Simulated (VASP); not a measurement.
## A VASP 6.6.1 single-point calculation on BaHfO3

INCAR

```
IBRION = -1
EDIFF = 1E-7
LDAU = .TRUE.
LREAL = .FALSE.
NSW = 0
LASPH = .TRUE.
ENCUT = 520
LMAXMIX = 4
ISMEAR = -1
LDAUL = -1 2 -1
NELMIN = 4
SIGMA = 0.02
LCHARG = .FALSE.
NELM = 55
PREC = Accurate
LDAUU = 0 2.0 0
LDAUJ = 0 0 0
NBANDS = 27
GGA = PE
LDAUTYPE = 2
LWAVE = .FALSE.
ISIF = 2
```

KPOINTS

```
KPOINTS created by Atomic Simulation Environment
0
Gamma
2 2 2
0 0 0
```

POSCAR

```
Ba Hf O
 1.0000000000000000
     4.1352881831000001    0.0000000000000000    0.0000000000000000
     0.0000000000000000    4.1352881831000001    0.0000000000000000
     0.0000000000000000    0.0000000000000000    4.1352881831000001
 Ba  Hf  O
   1   1   3
Cartesian
  0.0000000000000000  0.0000000000000000  0.0000000000000000
  2.0676440915499996  2.0676440915499996  2.0676440915499996
  2.0676440915499996  2.0676440915499996  0.0000000000000000
  2.0676440915499996  0.0000000000000000  2.0676440915499996
  0.0000000000000000  2.0676440915499996  2.0676440915499996
```

The recommended PBE PAW datasets give the neutral cell 38 valence electrons.

Command

```
mpirun -np 1 vasp_std
```

OSZICAR

```
N       E                     dE             d eps       ncg     rms          rms(c)
DAV:   1     0.224415563828E+03    0.22442E+03   -0.21796E+04   216   0.141E+03
DAV:   2    -0.371845666783E+02   -0.26160E+03   -0.25419E+03   279   0.321E+02
DAV:   3    -0.490549294983E+02   -0.11870E+02   -0.11822E+02   288   0.656E+01
DAV:   4    -0.492151133270E+02   -0.16018E+00   -0.16009E+00   290   0.701E+00
DAV:   5    -0.492183873819E+02   -0.32741E-02   -0.32739E-02   296   0.626E-01    0.657E+01
DAV:   6    -0.417128490376E+02    0.75055E+01   -0.34050E+01   252   0.334E+01    0.590E+01
DAV:   7    -0.415985018783E+02    0.11435E+00   -0.16084E+00   255   0.746E+00    0.396E+01
DAV:   8    -0.415878062082E+02    0.10696E-01   -0.43056E-01   241   0.495E+00    0.107E+01
DAV:   9    -0.415597435577E+02    0.28063E-01   -0.11154E-01   266   0.219E+00    0.298E+00
DAV:  10    -0.415596018857E+02    0.14167E-03   -0.90471E-03   269   0.602E-01    0.799E-01
DAV:  11    -0.415595218153E+02    0.80070E-04   -0.51232E-04   261   0.143E-01    0.220E-01
DAV:  12    -0.415595353628E+02   -0.13547E-04   -0.54400E-05   269   0.460E-02    0.141E-01
DAV:  13    -0.415595395077E+02   -0.41448E-05   -0.60208E-06   269   0.161E-02    0.559E-03
DAV:  14    -0.415595394647E+02    0.42985E-07   -0.28213E-07   256   0.323E-03
   1 F= -.41559539E+02 E0= -.41559539E+02  d E =-.169831E-10
```

Standard output (part)

```
POSCAR found type information on POSCAR BaHfO
 POSCAR found :  3 types and       5 ions
 LDA part: xc-table for (Slater+PW92), standard interpolation
 POSCAR, INCAR and KPOINTS ok, starting setup
 WAVECAR not read
 entering main loop
```

From OUTCAR

```
k-points           NKPTS =      4   k-points in BZ     NKDIM =      4   number of bands    NBANDS=     27

   NELECT =      38.0000    total number of electrons

   dimension x,y,z NGX =    32 NGY =   32 NGZ =   32
   dimension x,y,z NGXF=    64 NGYF=   64 NGZF=   64

  energy-cutoff  :      520.00
  volume of cell :       70.72
      direct lattice vectors                 reciprocal lattice vectors
     4.135288183  0.000000000  0.000000000     0.241821115  0.000000000  0.000000000
     0.000000000  4.135288183  0.000000000     0.000000000  0.241821115  0.000000000
     0.000000000  0.000000000  4.135288183     0.000000000  0.000000000  0.241821115

 k-points in reciprocal lattice and weights: KPOINTS created by Atomic Simulation Env
   0.00000000  0.00000000  0.00000000       0.125
   0.50000000  0.00000000  0.00000000       0.375
   0.50000000  0.50000000  0.00000000       0.375
   0.50000000  0.50000000  0.50000000       0.125

 E-fermi :   3.2666

 k-point     1 :       0.0000    0.0000    0.0000
  band No.  band energies     occupation
      1     -26.4821      2.00000
      2     -26.4821      2.00000
      3     -26.4821      2.00000
      4     -22.4789      2.00000
      5     -13.9946      2.00000
      6     -13.4060      2.00000
      7     -13.4060      2.00000
      8      -7.6337      2.00000
      9      -7.6337      2.00000
     10      -7.6337      2.00000
     11       1.0839      2.00000
     12       1.0839      2.00000
     13       1.0839      2.00000
     14       1.7537      2.00000
     15       1.7537      2.00000
     16       1.7537      2.00000
     17       2.5736      2.00000
     18       2.5736      2.00000
     19       2.5736      2.00000
     20       6.5417      0.00000
     21       6.5417      0.00000
     22       6.5417      0.00000
     23       7.4088      0.00000
     24       7.4088      0.00000
     25       8.7756      0.00000
     26      11.6150      0.00000
     27      11.7442      0.00000

 k-point     2 :       0.5000    0.0000    0.0000
  band No.  band energies     occupation
      1     -26.6208      2.00000
      2     -26.4776      2.00000
      3     -26.4776      2.00000
      4     -22.3935      2.00000
      5     -14.1206      2.00000
      6     -13.3777      2.00000
      7     -12.6418      2.00000
      8      -7.5425      2.00000
      9      -7.5425      2.00000
     10      -7.3742      2.00000
     11      -1.2315      2.00000
     12       0.6131      2.00000
     13       0.6131      2.00000
     14       0.8956      2.00000
     15       0.9904      2.00000
     16       1.0489      2.00000
     17       1.0489      2.00000
     18       2.2481      2.00000
     19       2.2481      2.00000
     20       7.1930      0.00000
     21       9.3188      0.00000
     22       9.5034      0.00000
     23       9.5034      0.00000
     24       9.6126      0.00000
     25      10.1843      0.00000
     26      11.5203      0.00000
     27      11.5206      0.00000

 ...

  Total        5.7923407      5.7923407      5.7923407      0.0000000      0.0000000      0.0000000
  in kB      131.2342944    131.2342944    131.2342944      0.0000000      0.0000000      0.0000000
  external PRESSURE =     131.2342944 kB  Pullay stress =       0.0000000 kB

 POSITION                                       TOTAL-FORCE (eV/Angst)
 -----------------------------------------------------------------------------------
      0.00000      0.00000      0.00000         0.000000      0.000000      0.000000
      2.06764      2.06764      2.06764         0.000000      0.000000      0.000000
      2.06764      2.06764      0.00000         0.000000      0.000000      0.000000
      2.06764      0.00000      2.06764         0.000000      0.000000      0.000000
      0.00000      2.06764      2.06764         0.000000      0.000000      0.000000
 -----------------------------------------------------------------------------------
    total drift:                                0.000000     -0.000000     -0.000000

  FREE ENERGIE OF THE ION-ELECTRON SYSTEM (eV)
  ---------------------------------------------------
  free  energy   TOTEN  =       -41.5595394647 eV

  energy  without entropy=      -41.5595394647  energy(sigma->0) =      -41.55953946
```

It converged. Results: gap between bands v and c on the k mesh 3.75 eV; least direct gap on the k mesh 3.97 eV; pressure 13.1 GPa. Band v is the last that the valence electrons fill when counted band by band, and c is the next.

For comparison, a separate PBE run of the intended cell, on usual settings and not on those above, gives a gap of 3.63 eV on its mesh and a pressure of 8.4 GPa.

The run above took about 9.7 s on one core of a shared host (Intel Xeon Platinum 8488C) and held 0.18 GiB at most.
